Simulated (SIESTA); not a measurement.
Crystal: CaF2 (Fluorite).

```xyz
3
Lattice="0.0000 2.7310 2.7310 2.7310 0.0000 2.7310 2.7310 2.7310 0.0000" Properties=species:S:1:pos:R:3 pbc="T T T"
Ca    0.0000    0.0000    0.0000
F     4.0965    4.0965    4.0965
F     1.3655    1.3655    1.3655
```

Base run:

| Quantity | Value |
| --- | --- |
| Program | SIESTA 5.4.2 |
| Functional | optB88-vdW |
| Potentials or basis | PseudoDojo 0.4 standard (PBE files) |
| Basis | DZP (energy shift 0.003 Ry; two zetas on semicore shells; d shell added on Ca) |
| Grid cutoff | 800 Ry |
| Energy shift | 0.003 Ry |
| k mesh | 8 × 8 × 8 |
| Occupations | fermi-dirac, width 0.05 eV |
| Spin | no spin polarisation |

Its results: band gap on the k mesh 7.26 eV, indirect (least direct gap 7.52 eV); pressure 0.4 GPa.

Problem. After a change of settings the same cell gave: band gap on the k mesh 7.32 eV, indirect (least direct gap 7.57 eV); pressure 2.3 GPa. Which change was it?
A. functional from optB88-vdW to VV10
B. functional from optB88-vdW to vdW-DF-cx
C. functional from optB88-vdW to PBE
D. functional from optB88-vdW to vdW-DF-C09

Solution. C.

Caveats: the basis of atomic orbitals isn't converged, which shifts pressures, moduli and gaps; the potentials were made for another functional, which shifts forces and pressure (some runs).
